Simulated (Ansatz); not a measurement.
Runs of Ansatz 0.2.0 on TePb. The structure is cubic, space group Fm-3m (No. 225). Conventional cell: a = 6.462 Å, b = 6.462 Å, c = 6.462 Å, α = 90.00°, β = 90.00°, γ = 90.00°. Around Pb (site symmetry m-3m) lie 6 Te at 3.23 Å. Around Te (site symmetry m-3m) lie 6 Pb at 3.23 Å. 

```tsv
task	level	potentials or basis	spin	cell	k mesh	cutoff (eV)	smearing	points for each segment of the path	atoms under strain	mesh quality	gap on the mesh (eV)	pressure (GPa)	V0 of scaled cells (Å³/atom)	B0 (GPa)
equation of state	PBE	Ansatz PAW earlier set	off	as given	7 × 7 × 7	640	fermi-dirac 0.05 eV	-	-	not flagged	-	-	35.45	39
band structure	LDA	Ansatz PAW	SOC, no magnetisation	as given	7 × 7 × 7	420	fermi-dirac 0.05 eV	14	-	not flagged	-	-1.9	-	-
band structure	PBE	Ansatz PAW earlier set	off	as given	7 × 7 × 7	700	fermi-dirac 0.05 eV	14	-	not flagged	-	2.1	-	-
equation of state	PBEsol	PseudoDojo PBEsol stringent	off	as given	7 × 7 × 7	1388	fermi-dirac 0.05 eV	-	-	not flagged	-	-	(c)	45
relaxation of cell and atoms	PBEsol	Ansatz PAW	off	relaxed	7 × 7 × 7	420	fermi-dirac 0.05 eV	-	-	not flagged	-	0.0	-	-
elastic constants	PBEsol	Ansatz PAW	off	as given	6 × 6 × 6	420	fixed	-	relaxed	not flagged	0.66	-0.4	-	-
band structure	revPBE	Ansatz PAW	off	as given	7 × 7 × 7	420	fermi-dirac 0.05 eV	14	-	not flagged	-	(b)	-	-
equation of state	PBE+D3(BJ)	Ansatz PAW	off	as given	7 × 7 × 7	420	fermi-dirac 0.05 eV	-	-	not flagged	-	-	(a)	41
band structure	PBE	PseudoDojo stringent (PBE files)	off	as given	7 × 7 × 7	1450	fermi-dirac 0.05 eV	14	-	not flagged	-	2.1	-	-
single point	PBE	Ansatz PAW	off	as given	4 × 4 × 4	420	fermi-dirac 0.05 eV	-	-	coarse	0.73	2.1	-	-
```

Problem. Estimate the missing entries.

Solution. (a) 33.83; (b) 3.2; (c) 33.43.

Caveats: some runs use coarse meshes; the PAW data sets come from PBE, with cores solved anew for the run's functional, which leaves a small shift of forces and pressure (some runs); spin-orbit coupling is left out, which moves the levels of the heavy elements (some runs); spin-orbit coupling is left out, which as a rule narrows the gap of such compounds by several tenths of an eV (some runs); the plane-wave basis is chosen anew once the cell has moved, so the energies of steps on either side of that aren't comparable (some runs).

A k mesh can miss the band edges, and rows without SOC leave out spin-orbit coupling on Pb, Te.

The runs don't all hold the same shells in valence.
